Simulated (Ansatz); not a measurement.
Space group P-6m2 (No. 187). a = 3.495 Å, b = 3.495 Å, c = 7.624 Å, α = 90.00°, β = 90.00°, γ = 120.00°
| atom | site | symmetry | x | y | z |
| --- | --- | --- | --- | --- | --- |
| Te | 2h | 3m. | 0.3333 | 0.6667 | 0.7614 |
| Mo | 1a | -6m2 | 0.0000 | 0.0000 | 0.0000 |

Equation of state of this Te₂Mo structure (not necessarily the ground state), with shape and atoms relaxed at each volume where symmetry leaves them free. All numbers below come from DFT PBE+D3(BJ), scalar-relativistic, plane waves, PAW in Ansatz.

Settings: cutoff 420 eV, Γ-centred mesh 9×9×4 on the computed 3-atom cell, Gaussian smearing of 0.02 eV; no spin polarisation.

| V (Å³/atom) | E − E(largest V) (meV/atom) | P (GPa) | gap on mesh (eV) |
| --- | --- | --- | --- |
| 23.660 | 44.90 | 7.39 | 0.65 |
| 24.466 | 14.37 | 4.82 | 0.77 |
| 25.273 | -4.52 | 2.76 | 0.84 |
| 26.080 | -14.24 | 1.17 | 0.90 |
| 26.886 | -17.03 | -0.01 | 0.97 |
| 27.693 | -14.86 | -0.80 | 1.03 |
| 28.499 | -9.52 | -1.26 | 1.09 |
| 29.575 | 0.00 | -1.54 | 1.09 |

Q: Fit a third-order Birch–Murnaghan equation to E(V).

A: V0 = 26.91 Å³/atom, B0 = 31 GPa, B0' = 11.1. B0' is unusual or poorly fixed by this range.

Spin-orbit coupling is left out, which matters for the bands of heavy elements. An atom lies near a switch of its D3 coefficient C6 between reference coordination numbers, so the dispersion energy changes steeply there and can make or shift the minimum.

This form isn't the usual stable structure of the compound.